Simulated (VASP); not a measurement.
# Bi (R-3m) in VASP: a series of runs, part 2 of 2

VASP 6.6.1.

## Step 4: Density of states, PBE

POSCAR

```
Bi                                      
1.0
    2.2678634695      1.3093515846      3.8789517302
   -2.2678634695      1.3093515846      3.8789517302
    0.0000000000     -2.6187031692      3.8789517302
  Bi            
     2
Direct
     0.2370653617680813    0.2370653617680813    0.2370653617680813
     0.7629346382319188    0.7629346382319188    0.7629346382319188
```

INCAR.step1

```
PREC = Accurate
ENCUT = 520
EDIFF = 1E-6
ISMEAR = 1
SIGMA = 0.1
LREAL = False
LASPH = True
NELM = 80
ALGO = Normal
ISIF = 2
LWAVE = False
LCHARG = True
GGA = PE
NBANDS = 22
KPAR = 4
```

KPOINTS.step1

```
Automatic mesh
0
Gamma
  10 10 10
```

INCAR.step2

```
PREC = Accurate
ENCUT = 520
EDIFF = 1E-6
ISMEAR = -5
SIGMA = 0.1
LREAL = False
LASPH = True
NELM = 80
ALGO = Normal
ISIF = 2
LWAVE = False
LCHARG = False
GGA = PE
LORBIT = 11
NBANDS = 22
KPAR = 4
NEDOS = 1001
ICHARG = 11
```

KPOINTS.step2

```
Automatic mesh
0
Gamma
  15 15 15
```

Potentials or basis: VASP PAW PBE potentials, release 64 (Bi_d).

On the command line:

```bash
> cat potpaw_PBE.64/Bi_d/POTCAR > POTCAR
> cp INCAR.step1 INCAR
> cp KPOINTS.step1 KPOINTS
> mpirun -np 4 vasp_std > vasp.out
> cp INCAR.step2 INCAR
> cp KPOINTS.step2 KPOINTS
> mpirun -np 4 vasp_std > vasp.out
```

OUTCAR:

```text
PREC = Accurate
   ENCUT = 520
   EDIFF = 1E-6
   ISMEAR = -5
   LREAL = False
   LASPH = True
   NELM = 80
   ISIF = 2
   GGA = PE
   LORBIT = 11
   ICHARG = 11

 ion  position               nearest neighbor table
   1  0.237  0.237  0.237-   2 3.09   2 3.09   2 3.09   2 3.45   2 3.45   2 3.45
   2  0.763  0.763  0.763-   1 3.09   1 3.09   1 3.09   1 3.45   1 3.45   1 3.45

  LATTYP: Found a trigonal (rhomboedric) cell.
 ALAT       =     4.6801573492
 COS(alpha) =     0.5303839864

  Lattice vectors:

 A1 = (   2.2678634695,   1.3093515846,   3.8789517302)
 A2 = (  -2.2678634695,   1.3093515846,   3.8789517302)
 A3 = (   0.0000000000,  -2.6187031692,   3.8789517302)

Analysis of symmetry for initial positions (statically):
=====================================================================
 Subroutine PRICEL returns:
 Original cell was already a primitive cell.

 Routine SETGRP: Setting up the symmetry group for a
 trigonal (rhombohedral) supercell.

 Subroutine GETGRP returns: Found 12 space group operations
 (whereof 12 operations were pure point group operations)
 out of a pool of 12 trial point group operations.

The static configuration has the point symmetry D_3d.

Analysis of symmetry for dynamics (positions and initial velocities):
=====================================================================
 Subroutine PRICEL returns:
 Original cell was already a primitive cell.

 Routine SETGRP: Setting up the symmetry group for a
 trigonal (rhombohedral) supercell.

 Subroutine GETGRP returns: Found 12 space group operations
 (whereof 12 operations were pure point group operations)
 out of a pool of 12 trial point group operations.
[... 120 lines left out ...]
   IALGO  =     38    algorithm
   IMIX   =      4    mixing-type and parameters
     AMIX     =   0.40;   BMIX     =  1.00
     AMIX_MAG =   1.60;   BMIX_MAG =  1.00
  volume/ion in A,a.u.               =      34.55       233.19
  Fermi-wavevector in a.u.,A,eV,Ry     =   1.239564  2.342436 20.905611  1.536519
  Thomas-Fermi vector in A             =   2.374042
   LORBIT       =     11    0 simple, 1 ext, 2 COOP (PROOUT), +10 PAW based schemes
   GGA     = PE    functional components
   LHFCALC =     F    Hartree Fock is set to
   AEXX    =    0.0000 exact exchange contribution
   IVDW    =     0    specifies the selected vdW correction
   LEPSILON=     F    determine dielectric tensor
   LRPA    =     F    only Hartree local field effects (RPA)
 non-spin polarized calculation
 Fermi weights with tetrahedron method with Bloechl corrections
  energy-cutoff  :      520.00
  volume of cell :       69.11
 maximum number of plane-waves:      1891

 number of electron      30.0000001 magnetization

 Free energy of the ion-electron system (eV)
  ---------------------------------------------------
  ext. energy  EPLUGINS =         0.00000000
  ---------------------------------------------------
  free energy    TOTEN  =        -7.74234435 eV

  energy without entropy =       -7.74234435  energy(sigma->0) =       -7.74234435

 E-fermi :   6.4662     XC(G=0):  -9.6270

 val. band max:        6.4980688645   @ k =   0.3333   0.3333   0.2667
 cond. band min:       6.4079400317   @ k =   0.4667  -0.0000   0.0000
 fundamental gap:     -0.0901288328
 Fermi energy:         6.4662338191

 k-point     1 :       0.0000    0.0000    0.0000
  band No.  band energies     occupation
      1     -16.4125      2.00000
      2     -16.4125      2.00000
      3     -16.2577      2.00000
      4     -16.2577      2.00000
      5     -16.2479      2.00000
      6     -16.0708      2.00000
[... 589 lines left out ...]
     21      13.2576      0.00000
     22      13.9408      0.00000

 [... further k-points ...]

------------------------ aborting loop because EDIFF is reached ----------------------------------------

  FORCE on cell =-STRESS in cart. coord.  units (eV):
  Direction    XX          YY          ZZ          XY          YZ          ZX
  --------------------------------------------------------------------------------------
  -------------------------------------------------------------------------------------
  Total        0.9934943      0.9934943      0.9965722      0.0000000      0.0000000      0.0000000
  in kB       23.0322919     23.0322919     23.1036469      0.0000000      0.0000000      0.0000000
  external PRESSURE =      23.0560769 kB  Pullay stress =       0.0000000 kB

 VOLUME and BASIS-vectors are now :
 -----------------------------------------------------------------------------
  energy-cutoff  :      520.00
  volume of cell :       69.11
      direct lattice vectors                 reciprocal lattice vectors
     2.267863469  1.309351585  3.878951730     0.220471826  0.127289468  0.085933870
    -2.267863469  1.309351585  3.878951730    -0.220471826  0.127289468  0.085933870
     0.000000000 -2.618703169  3.878951730     0.000000000 -0.254578936  0.085933870

 POSITION                                       TOTAL-FORCE (eV/Angst)
 -----------------------------------------------------------------------------------
      0.00000      0.00000      2.75870         0.000000      0.000000      0.019643
      0.00000      0.00000      8.87816         0.000000      0.000000     -0.019643
 -----------------------------------------------------------------------------------
    total drift:                               -0.000000     -0.000000      0.000000

  FREE ENERGIE OF THE ION-ELECTRON SYSTEM (eV)
  ---------------------------------------------------
  free  energy   TOTEN  =        -7.7423443520 eV

  energy  without entropy=       -7.7423443520  energy(sigma->0) =       -7.74234435

 total charge

# of ion       s       p       d       tot
------------------------------------------
    1        1.532   1.359   9.913  12.804
    2        1.532   1.359   9.913  12.804
--------------------------------------------------
tot          3.064   2.717  19.827  25.608
```

OSZICAR.step1:

```text
N       E                     dE             d eps       ncg     rms          rms(c)
DAV:   1     0.308279348324E+03    0.30828E+03   -0.16240E+04  5112   0.165E+03
DAV:   2     0.181985790853E+02   -0.29008E+03   -0.28289E+03  5188   0.437E+02
DAV:   3    -0.685638936059E+01   -0.25055E+02   -0.24785E+02  6166   0.142E+02
DAV:   4    -0.771475093568E+01   -0.85836E+00   -0.85796E+00  6404   0.290E+01
DAV:   5    -0.775003639224E+01   -0.35285E-01   -0.35285E-01  7358   0.525E+00    0.100E+00
DAV:   6    -0.774769817140E+01    0.23382E-02   -0.15750E-02  6674   0.139E+00    0.604E-01
DAV:   7    -0.774796737969E+01   -0.26921E-03   -0.10606E-02  6508   0.118E+00    0.112E-01
DAV:   8    -0.774817015947E+01   -0.20278E-03   -0.13082E-03  6030   0.391E-01    0.221E-02
DAV:   9    -0.774819060130E+01   -0.20442E-04   -0.54849E-05  7304   0.564E-02    0.918E-03
DAV:  10    -0.774818875016E+01    0.18511E-05   -0.71142E-06  5876   0.279E-02    0.169E-03
DAV:  11    -0.774818915916E+01   -0.40900E-06   -0.50766E-07  4344   0.642E-03
   1 F= -.77481892E+01 E0= -.77482466E+01  d E =0.172461E-03
```

Wall time 57 s (4 MPI ranks of Intel Xeon 6975P-C (Granite Rapids), shared host); peak memory 0.5 GiB.

What came out:

| Quantity | Value |
| --- | --- |
| Valence electrons inside the program's atomic spheres | Bi 12.80 |

States per cell in windows of 1 eV (zero at the Fermi level; states under -8 eV left out):
```tsv
from (eV)	total	Bi1_p	Bi2_p	Bi1_d	Bi2_d	Bi1_s	Bi2_s
-8.0	0.06	0.00	0.00	0.00	0.00	0.03	0.03
-7.0	0.00	0.00	0.00	0.00	0.00	0.00	0.00
-6.0	0.00	0.00	0.00	0.00	0.00	0.00	0.00
-5.0	0.42	0.08	0.08	0.00	0.00	0.00	0.00
-4.0	1.10	0.22	0.22	0.00	0.00	0.01	0.01
-3.0	1.68	0.37	0.37	0.01	0.01	0.02	0.02
-2.0	1.66	0.38	0.38	0.01	0.01	0.03	0.03
-1.0	1.15	0.27	0.27	0.01	0.01	0.03	0.03
0.0	0.83	0.17	0.17	0.01	0.01	0.03	0.03
1.0	1.19	0.27	0.27	0.02	0.02	0.03	0.03
2.0	1.40	0.31	0.31	0.03	0.03	0.02	0.02
3.0	1.26	0.29	0.29	0.03	0.03	0.01	0.01
4.0	1.45	0.27	0.27	0.05	0.05	0.01	0.01
5.0	1.48	0.23	0.23	0.06	0.06	0.01	0.01
6.0	1.09	0.10	0.10	0.06	0.06	0.00	0.00
7.0	1.24	0.06	0.06	0.08	0.08	0.01	0.01
```

Caveat: spin-orbit coupling is left out, which moves the levels of the heavy elements; tetrahedron occupations give inexact forces and stress in metals.

## Step 5: Phonons, LDA

This run uses another cell than the first one, of 33.57 Å³/atom, 0.972 times its volume.

POSCAR

```
Bi
1.0
    2.2505807748      1.2993734161      3.8267760067
   -2.2505807748      1.2993734161      3.8267760067
   -0.0000000000     -2.5987468324      3.8267760067
  Bi
     2
Direct
     0.2372299200400055    0.2372299200400055    0.2372299200400055
     0.7627700799599945    0.7627700799599945    0.7627700799599945
```

INCAR.step1

```
SYSTEM = Bi
  PREC = Accurate
  ENCUT = 600
  EDIFF = 1E-8
  ISMEAR = 1
  SIGMA = 0.2
  LREAL = .FALSE.
  LASPH = .TRUE.
  NELM = 80
  ALGO = Normal
  ISIF = 3
  LWAVE = .FALSE.
  LCHARG = .FALSE.
  GGA = CA
  KPAR = 2
  IBRION = 2
  NSW = 40
  EDIFFG = -0.002
```

INCAR.step2

```
SYSTEM = Bi
  PREC = Accurate
  ENCUT = 600
  EDIFF = 1E-8
  ISMEAR = 1
  SIGMA = 0.2
  LREAL = .FALSE.
  LASPH = .TRUE.
  NELM = 80
  ALGO = Normal
  ISIF = 2
  LWAVE = .FALSE.
  LCHARG = .FALSE.
  GGA = CA
  KPAR = 2
  IBRION = 6
  NFREE = 2
  POTIM = 0.015
  NSW = 1
```

KPOINTS

```
Automatic mesh
0
G
  18 18 18
  0 0 0
```

Potentials or basis: VASP PAW LDA potentials, release 64 (Bi_d).

On the command line:

```bash
> cat potpaw_LDA.64/Bi_d/POTCAR > POTCAR
> cp INCAR.step1 INCAR
> mpirun -np 2 vasp_std > vasp.out
> cp CONTCAR POSCAR
> cp INCAR.step2 INCAR
> mpirun -np 2 vasp_std > vasp.out
```

OUTCAR:

```text
SYSTEM = Bi
   PREC = Accurate
   ENCUT = 600
   EDIFF = 1E-8
   ISMEAR = 1
   LREAL = .FALSE.
   LASPH = .TRUE.
   NELM = 80
   ISIF = 2
   GGA = CA
   IBRION = 6
   NFREE = 2
   POTIM = 0.015
   NSW = 1

 ion  position               nearest neighbor table
   1  0.237  0.237  0.237-   2 3.06   2 3.06   2 3.06   2 3.41   2 3.41   2 3.41
   2  0.763  0.763  0.763-   1 3.06   1 3.06   1 3.06   1 3.41   1 3.41   1 3.41

  LATTYP: Found a trigonal (rhomboedric) cell.
 ALAT       =     4.6297857964
 COS(alpha) =     0.5282275483

  Lattice vectors:

 A1 = (   2.2485999109,   1.2982297638,   3.8331859388)
 A2 = (  -2.2485999109,   1.2982297638,   3.8331859388)
 A3 = (   0.0000000000,  -2.5964595278,   3.8331859388)

[... 874 lines left out ...]
  -------------------------------------------------------------------------------------
  Total        0.0443515      0.0443515      0.0790585      0.0000000     -0.0000000      0.0000000
  in kB        1.0583865      1.0583865      1.8866191      0.0000000     -0.0000000      0.0000000
  external PRESSURE =       1.3344640 kB  Pullay stress =       0.0000000 kB
[... 17 lines left out ...]
  FREE ENERGIE OF THE ION-ELECTRON SYSTEM (eV)
  ---------------------------------------------------
  free  energy   TOTEN  =        -9.1200777566 eV

  energy  without entropy=       -9.1226348188  energy(sigma->0) =       -9.12093011

 INTERNAL STRAIN TENSORS FROM DISPLACED ATOMS
 ============================================

 INTERNAL STRAIN TENSOR FOR ION    1 for displacements in x,y,z  (eV/Angst):
          X           Y           Z          XY          YZ          ZX
  --------------------------------------------------------------------------------
  x     0.00000     0.00000    -0.00000     2.43814     0.00000    -5.07127
  y     2.43814    -2.43814     0.00000     0.00000    -5.07127     0.00000
  z    -2.97406    -2.97406    -5.57943     0.00000     0.00000     0.00000

 INTERNAL STRAIN TENSOR FOR ION    2 for displacements in x,y,z  (eV/Angst):
          X           Y           Z          XY          YZ          ZX
  --------------------------------------------------------------------------------
  x    -0.00000    -0.00000     0.00000    -2.43814     0.00000     5.07127
  y    -2.43814     2.43814    -0.00000     0.00000     5.07127     0.00000
  z     2.97406     2.97406     5.57943     0.00000    -0.00000     0.00000

 Eigenvectors and eigenvalues of the dynamical matrix
 ----------------------------------------------------

   1 f  =    2.900145 THz    18.222151 2PiTHz   96.738438 cm-1    11.994032 meV
             X         Y         Z           dx          dy          dz
      0.000000 -0.000000  2.730560    -0.000000   -0.000000    0.707107
      0.000000 -0.000000  8.768998     0.000000    0.000000   -0.707107
[... 21 lines left out ...]
   6 f  =    0.000000 THz     0.000000 2PiTHz    0.000000 cm-1     0.000000 meV
             X         Y         Z           dx          dy          dz
      0.000000 -0.000000  2.730560    -0.555959    0.353137    0.257301
      0.000000 -0.000000  8.768998    -0.555959    0.353137    0.257301

 ELASTIC MODULI CONTR FROM IONIC RELAXATION (kBar)
 Direction    XX          YY          ZZ          XY          YZ          ZX
 --------------------------------------------------------------------------------
 XX        -155.2345     37.8388   -110.1190      0.0000    200.7939     -0.0000
 YY          37.8388   -155.2345   -110.1190     -0.0000   -200.7939      0.0000
 ZZ        -110.1190   -110.1190   -206.5865      0.0000      0.0000     -0.0000
 XY           0.0000     -0.0000      0.0000    -96.5366     -0.0000    200.7940
 YZ         200.7939   -200.7939      0.0000     -0.0000   -417.6467      0.0000
 ZX          -0.0000      0.0000     -0.0000    200.7940      0.0000   -417.6470
 --------------------------------------------------------------------------------
```

OUTCAR.step1:

```text
SYSTEM = Bi
   PREC = Accurate
   ENCUT = 600
   EDIFF = 1E-8
   ISMEAR = 1
   LREAL = .FALSE.
   LASPH = .TRUE.
   NELM = 80
[... 1038 lines left out ...]
  -------------------------------------------------------------------------------------
  Total        0.0002583      0.0002583     -0.0027296      0.0000000      0.0000000      0.0000000
  in kB        0.0061642      0.0061642     -0.0651372      0.0000000      0.0000000      0.0000000
  external PRESSURE =      -0.0176029 kB  Pullay stress =       0.0000000 kB
[... 17 lines left out ...]
  FREE ENERGIE OF THE ION-ELECTRON SYSTEM (eV)
  ---------------------------------------------------
  free  energy   TOTEN  =        -9.1205005649 eV

  energy  without entropy=       -9.1232374621  energy(sigma->0) =       -9.12141286

 reached required accuracy - stopping structural energy minimisation
```

OSZICAR.step1:

```text
N       E                     dE             d eps       ncg     rms          rms(c)
DAV:   1     0.307693638734E+03    0.30769E+03   -0.17955E+04 22051   0.211E+03
DAV:   2     0.162281740647E+02   -0.29147E+03   -0.28696E+03 22070   0.486E+02
[... 66 lines left out ...]
   8 F= -.91204999E+01 E0= -.91214112E+01  d E =-.242733E-04
       N       E                     dE             d eps       ncg     rms          rms(c)
DAV:   1    -0.912051094333E+01   -0.10998E-04   -0.56796E-04 25924   0.305E-01    0.178E-02
DAV:   2    -0.912050263813E+01    0.83052E-05   -0.29395E-05 24279   0.812E-02    0.807E-03
DAV:   3    -0.912050056630E+01    0.20718E-05   -0.11068E-05 28486   0.495E-02    0.156E-03
DAV:   4    -0.912050057352E+01   -0.72182E-08   -0.81384E-07 24039   0.110E-02    0.643E-04
DAV:   5    -0.912050056491E+01    0.86143E-08   -0.70136E-08 23786   0.380E-03
   9 F= -.91205006E+01 E0= -.91214129E+01  d E =-.621908E-06
```

Run time: 61 min. Hardware: 2 MPI ranks of AMD EPYC 9R45 (Zen 5), shared host; peak memory 5.2 GiB.

Results:

```
Highest phonon frequency at Γ : 97 cm⁻¹
```

Phonon frequencies in cm⁻¹ (negative: imaginary):
```
              q point     frequencies
(0.000, 0.000, 0.000)  0 0 0 62 62 97
```

Caveat: spin-orbit coupling is left out, which moves the levels of the heavy elements.

## Step 6: Summary

| task | level | potentials or basis | spin | cell | k mesh | cutoff (eV) | smearing | k mesh for the DOS | occupations for the DOS | by perturbation theory | pressure (GPa) | largest force (eV/Å) |
| --- | --- | --- | --- | --- | --- | --- | --- | --- | --- | --- | --- | --- |
| band structure | r2SCAN | VASP PAW PBE potentials, release 64 (Bi_d) | off | R-3m, 34.55 Å³/atom | 10 × 10 × 10 | 520 | methfessel-paxton 0.1 eV | - | - | - | 1.2 | 0.18 |
| band structure | PBE | VASP PAW PBE potentials, release 64 (Bi_d) | SOC, no magnetisation | R-3m, 34.55 Å³/atom | 10 × 10 × 10 | 520 | methfessel-paxton 0.1 eV | - | - | - | 3.1 | 0.02 |
| density of states | PBE | VASP PAW PBE potentials, release 64 (Bi_d) | off | R-3m, 34.55 Å³/atom | 10 × 10 × 10 | 520 | methfessel-paxton 0.1 eV | 15 × 15 × 15 | tetrahedron | - | - | - |
| phonons | LDA | VASP PAW LDA potentials, release 64 (Bi_d) | off | R-3m, 33.57 Å³/atom | 18 × 18 × 18 | 600 | methfessel-paxton 0.2 eV | - | - | no | - | - |

Caveats: spin-orbit coupling is left out, which moves the levels of the heavy elements (some runs); the PAW data sets were made with another functional, which shifts forces and pressure a little (some runs); tetrahedron occupations give inexact forces and stress in metals (some runs).

Absolute energies hang on the potentials; compare differences alone.
